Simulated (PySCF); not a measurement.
Work out the structure from these simulated measurements.

Elements present: C, H and N. Monoisotopic mass: 71.0735 u.

| Item | Value |
| --- | --- |
| Polarisability | 56.9 au [wB97X-D/def2-SVPD] |
| 13C NMR | chemical shifts (computed TMS as zero) by class: 184.4 (1 C), 40.0 (1 C), 27.4 (1 C), 16.1 (1 C) ppm [GIAO PBE0/pcSseg-1] |
| Triplet | lowest triplet excitation (Tamm–Dancoff): 4.70 eV [TDA wB97X-D/def2-SVPD] |
| UV, first state | lowest singlet excitation: 5.41 eV (229 nm, f = 0.001) [TDDFT wB97X-D/def2-SVPD] |
| Rotational structure | rotational constants A, B, C: 7.470, 3.839, 3.024 GHz [GFN2-xTB] |
| NMR, other nuclei | isotropic shieldings of nuclei other than C and H, by class: -77 (1 N) ppm [GIAO PBE0/pcSseg-1] |
| Couplings | largest of the computed one-bond spin–spin couplings (means over like bonds): 13C–1H +134.0 (×2), 13C–1H +133.8 (×3), 13C–1H +132.5 (×3), 15N–1H -51.6, 13C–13C +49.4, 13C–13C +36.0, 13C–13C +31.7, 15N–13C -6.9 Hz [B3LYP/pcJ-1, spin–dipole term left out for some pairs] |
| UV, strongest line | among the 8 lowest singlet transitions: S3 at 8.15 eV (152 nm, f = 0.212) [TDDFT wB97X-D/def2-SVPD] |
| 1H NMR | chemical shifts (computed TMS as zero) by class: 10.05 (1 H), 2.07 (3 H), 2.01 (2 H), 1.16 (3 H) ppm [GIAO PBE0/pcSseg-1] |
| Dipole | 2.49 D [wB97X-D/def2-SVPD] |

Gas-phase values; electronic properties from PySCF, density fitting. Levels stand in brackets. The structure is a single GFN2-xTB conformer in the gas phase; no vibrational or solvent corrections. Each NMR value is the plain mean over a class of atoms that symmetry, rotation or inversion makes alike.

Q: Which formula fits the mass and the elements?

A: C4H9N (calculated 71.0735). No other formula that holds each of these elements comes within 0.0003 u with a fitting electron parity and a possible valence count.

Q: Give a SMILES that accounts for the data.

A: Numbering: `[H]/[N:5]=[C:3](\[CH2:2][CH3:1])[CH3:4]`. Its formula, C4H9N, gives 1 degree of unsaturation: 0 rings and 1 π bond in the structure found. 4 carbons fall into 4 classes; from least to most shielded: imine carbon [C3] (184.4 ppm), chain CH2 carbon [C2] (40.0 ppm), methyl carbon [C4] (27.4 ppm), methyl carbon [C1] (16.1 ppm). Hydrogen classes from least to most shielded: 1 H on an imine nitrogen, N5 (10.05 ppm), 3 H on a methyl carbon, C4 (2.07 ppm), 2 H on a chain CH2 carbon, C2 (2.01 ppm), 3 H on a methyl carbon, C1 (1.16 ppm). The other shieldings belong to: -77 ppm, imine nitrogen [N5]. The couplings run between: +134.0 Hz, chain CH2 carbon [C2] and its hydrogen (with 1 like pair); +133.8 Hz, methyl carbon [C1] and its hydrogen (with 2 like pairs); +132.5 Hz, methyl carbon [C4] and its hydrogen (with 2 like pairs); -51.6 Hz, imine nitrogen [N5] and its hydrogen; +49.4 Hz, imine carbon [C3] and methyl carbon [C4]; +36.0 Hz, chain CH2 carbon [C2] and imine carbon [C3]; +31.7 Hz, methyl carbon [C1] and chain CH2 carbon [C2]; -6.9 Hz, imine nitrogen [N5] and imine carbon [C3]. The optimised geometry has point group C1 and is an asymmetric top. Structure: `[H]/N=C(/C)CC`. Computed isomers that give other values at the same levels: `C1CCNC1` (13C chemical shifts (computed TMS as zero) by class: 52.8 (2 C), 28.0 (2 C) ppm); `C/C=N\CC` (13C chemical shifts (computed TMS as zero) by class: 164.5 (1 C), 46.7 (1 C), 20.5 (1 C), 19.1 (1 C) ppm); `CC1CNC1` (rotational constant A: 9.111 GHz; this holds for the one conformer computed). The assignments are read from this structure; whether some other isomer fits the data as well wasn't checked.

Shape of the structure used: `[H]/[N:5]=[C:3](\[CH2:2][CH3:1])[CH3:4]`: C1–C2–C3–C4 86°.
